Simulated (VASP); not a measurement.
# ZnSe (Stilleite) (F-43m) in VASP: notebook, part 2 of 2

VASP 6.6.1.

**3. Dielectric tensor, LDA**

INCAR reads:

```
ALGO = Normal ; EDIFF = 1E-8
ENCUT = 350 ; GGA = CA
ISIF = 2 ; ISMEAR = 0
LASPH = True ; LCHARG = False
LEPSILON = True ; LREAL = False
LWAVE = False ; NELM = 100
PREC = Normal ; SIGMA = 0.01
```

KPOINTS reads:

```
k-points
0
Gamma
  10 10 10
```

POSCAR reads:

```
ZnSe
1.0
    0.0000000000      2.8338000000      2.8338000000
    2.8338000000      0.0000000000      2.8338000000
    2.8338000000      2.8338000000      0.0000000000
Se Zn
1 1
Direct
    0.7500000000      0.7500000000      0.7500000000
    0.0000000000      0.0000000000      0.0000000000
```

Potentials or basis: VASP PAW LDA potentials, release 64 (Se, Zn).

Started as:

```bash
$ cat potpaw_LDA.64/Se/POTCAR potpaw_LDA.64/Zn/POTCAR > POTCAR
$ mpirun -np 1 vasp_std > vasp.out
```

OUTCAR:

```text
EDIFF = 1E-8
   ENCUT = 350
   GGA = CA
   ISIF = 2
   ISMEAR = 0
   LASPH = True
   LEPSILON = True
   LREAL = False
   NELM = 100
   PREC = Normal

 Found     47 irreducible k-points:

 Following reciprocal coordinates:
            Coordinates               Weight
  0.000000  0.000000  0.000000      1.000000
  0.100000  0.000000  0.000000      8.000000
  0.200000  0.000000  0.000000      8.000000
  0.300000  0.000000  0.000000      8.000000
  0.400000  0.000000  0.000000      8.000000
  0.500000  0.000000  0.000000      4.000000
   k-points           NKPTS =     47   k-points in BZ     NKDIM =     47   number of bands    NBANDS=     13
   number of dos      NEDOS =    301   number of ions     NIONS =      2
   total plane-waves  NPLWV =   5832
   dimension x,y,z NGX =    18 NGY =   18 NGZ =   18
   dimension x,y,z NGXF=    36 NGYF=   36 NGZF=   36
   ions per type =               1   1
   NGX,Y,Z   is equivalent  to a cutoff of   7.47,  7.47,  7.47 a.u.
   NGXF,Y,Z  is equivalent  to a cutoff of  14.93, 14.93, 14.93 a.u.
 SYSTEM =  unknown system
   PREC   = normal    normal or accurate (medium, high low for compatibility)
   ISTART =      0    job   : 0-new  1-cont  2-samecut
   ICHARG =      2    charge: 1-file 2-atom 10-const
   ISPIN  =      1    spin polarized calculation?
   LNONCOLLINEAR =      F non collinear calculations
   LSORBIT =      F    spin-orbit coupling
   LASPH  =      T    aspherical Exc in radial PAW
   ENCUT  =  350.0 eV  25.72 Ry    5.07 a.u.   6.11  6.11  6.11*2*pi/ulx,y,z
   NELM   =    100;   NELMIN=  2; NELMDL= -5     # of ELM steps
   EDIFF  = 0.1E-07   stopping-criterion for ELM
   LREAL  =      F    real-space projection
   EDIFFG = 0.1E-06   stopping-criterion for IOM
   NSW    =      0    number of steps for IOM
   IBRION =     -1    ionic relax: 0-MD 1-quasi-New 2-CG
   NFREE  =      0    steps in history (QN), initial steepest desc. (CG)
   ISIF   =      2    stress and relaxation
   ISYM   =      2    0-nonsym 1-usesym 2-fastsym
   POTIM  = 0.5000    time-step for ionic-motion
   TEBEG  =    0.0;   TEEND  =   0.0 temperature during run
[... 170 lines left out ...]
          -0.000000     8.551193     0.000000
           0.000000     0.000000     8.551193
 ------------------------------------------------------

 Free energy of the ion-electron system (eV)
  ---------------------------------------------------
  ---------------------------------------------------
  free energy    TOTEN  =        -0.92952800 eV

  energy without entropy =       -0.92952800

------------------------ aborting loop because EDIFF is reached ----------------------------------------

--------------------------------------- Ionic step        2  -------------------------------------------

------------------------ aborting loop because EDIFF is reached ----------------------------------------

--------------------------------------- Ionic step        3  -------------------------------------------

 Free energy of the ion-electron system (eV)
  ---------------------------------------------------
  ---------------------------------------------------
  free energy    TOTEN  =        -0.92952767 eV

  energy without entropy =       -0.92952767

------------------------ aborting loop because EDIFF is reached ----------------------------------------

 PIEZOELECTRIC TENSOR FIELD DIRECTION 3  (e Angst)
 -----------------------------------------------------------------------------
    -0.00086  2.02506  0.00000           (  0.00000 -0.03118  0.00000)
     2.02506 -0.00086  0.00000           ( -0.03118  0.00000  0.00000)
     0.00000  0.00000 -0.00046           (  0.00000  0.00000 -0.00000)

 PIEZOELECTRIC TENSOR FIELD DIRECTION 3  (C/m^2)
 -----------------------------------------------------------------------------
    -0.00030  0.71287  0.00000
     0.71287 -0.00030  0.00000
     0.00000  0.00000 -0.00016

 MACROSCOPIC STATIC DIELECTRIC TENSOR (including local field effects in DFT)
 ------------------------------------------------------
           8.026490     0.000000     0.000000
           0.000000     8.026490    -0.000000
          -0.000000    -0.000000     8.026490
 ------------------------------------------------------

 PIEZOELECTRIC TENSOR (including local field effects)  for field in x, y, z        (e  Angst)
          XX          YY          ZZ          XY          YZ          ZX
  --------------------------------------------------------------------------------
  x    -0.00000    -0.00000     0.00000     0.00000     2.03653     0.00000
  y    -0.00000     0.00000     0.00000     0.00000    -0.00000     2.03653
  z    -0.00000    -0.00000     0.00000     2.03653     0.00000     0.00000

 PIEZOELECTRIC TENSOR (including local field effects)  for field in x, y, z        (C/m^2)
          XX          YY          ZZ          XY          YZ          ZX
  --------------------------------------------------------------------------------
  x    -0.00000    -0.00000     0.00000     0.00000     0.71691     0.00000
  y    -0.00000     0.00000     0.00000     0.00000    -0.00000     0.71691
  z    -0.00000    -0.00000     0.00000     0.71691     0.00000     0.00000

 BORN EFFECTIVE CHARGES (including local field effects) (in |e|, cummulative output)
 ---------------------------------------------------------------------------------
 ion    1
    1    -2.06580     0.00000     0.00000
    2     0.00000    -2.06580    -0.00000
    3     0.00000    -0.00000    -2.06580
 ion    2
    1     2.06580     0.00000    -0.00000
    2     0.00000     2.06580     0.00000
    3    -0.00000     0.00000     2.06580
```

OSZICAR:

```text
N       E                     dE             d eps       ncg     rms          rms(c)
DAV:   1     0.712083433924E+02    0.71208E+02   -0.71826E+03  1222   0.120E+03
DAV:   2    -0.318565879882E+01   -0.74394E+02   -0.71075E+02  1342   0.233E+02
DAV:   3    -0.761751958434E+01   -0.44319E+01   -0.44136E+01  1512   0.606E+01
[... 12 lines left out ...]
RMM:   7    -0.929489617679E+00   -0.26230E-03    0.13735E-06  7685   0.204E-02    0.225E-03
RMM:   8    -0.929531115615E+00   -0.41498E-04    0.20545E-06  7272   0.531E-03    0.105E-03
RMM:   9    -0.929524851651E+00    0.62640E-05    0.31790E-07  7997   0.170E-03    0.280E-04
RMM:  10    -0.929527176169E+00   -0.23245E-05    0.45806E-08  7228   0.498E-04    0.431E-05
RMM:  11    -0.929528143000E+00   -0.96683E-06   -0.28834E-08  4805   0.150E-04    0.215E-05
RMM:  12    -0.929527666693E+00    0.47631E-06   -0.20966E-09  3454   0.770E-05    0.385E-06
```

stdout:

```text
POSCAR found type information on POSCAR SeZn
 POSCAR found :  2 types and       2 ions
 scaLAPACK will be used
 LDA part: xc-table for (Slater(with rela. corr.)+CA(PZ))
 , standard interpolation
 POSCAR, INCAR and KPOINTS ok, starting setup
 FFT: planning ... GRIDC
 FFT: planning ... GRID_SOFT
 FFT: planning ... GRID
 WAVECAR not read
 entering main loop
 Linear response reoptimize wavefunctions to high precision
 Linear response G [H, r] |phi>, progress :
  Direction:   1
 Linear response G [H, r] |phi>, progress :
  Direction:   2
 Linear response G [H, r] |phi>, progress :
  Direction:   3
 Linear response to external field (no local field effect), progress :
  Direction:   1
 dielectric tensor                  component  1 :     9.689     4.130     1.022
 Linear response to external field (no local field effect), progress :
  Direction:   2
 dielectric tensor                  component  2 :     4.130    10.306    -1.481
 Linear response to external field (no local field effect), progress :
  Direction:   3
 dielectric tensor                  component  3 :     1.026    -1.482     5.659
 Linear response to external field, progress :
  Direction:   1
 dielectric tensor                  component  1 :     8.026     1.686     0.859
 Linear response to external field, progress :
  Direction:   2
 dielectric tensor                  component  2 :     1.562     8.026     0.738
 Linear response to external field, progress :
  Direction:   3
 dielectric tensor                  component  3 :     1.261     1.284     8.026
 Born effective charges drift removed
```

Run time: 84 s. Hardware: 1 thread of Intel Xeon Platinum 8488C (Sapphire Rapids), shared host; peak memory 0.25 GiB.

The run converged, but some of its settings lie outside the range that counts as converged, so its numbers aren't taken as properties of the crystal.

Results:

| Property | Result |
| --- | --- |
| Band gap on the k mesh | 1.07 eV, direct |
| Electronic dielectric tensor (diagonal) | 8.03 |
| Born charges (mean of the diagonal) | Se -2.07; Zn +2.07 e |

**4. For comparison**

An earlier run on the cell as given: functional PBE; potentials or basis VASP PAW PBE potentials, release 64 (Se, Zn); cutoff 520 eV; k mesh 8 × 8 × 8; occupations fermi-dirac, width 0.05 eV; no spin polarisation.

* Pressure: 2.3 GPa
* Band gap on the k mesh: 1.29 eV, direct
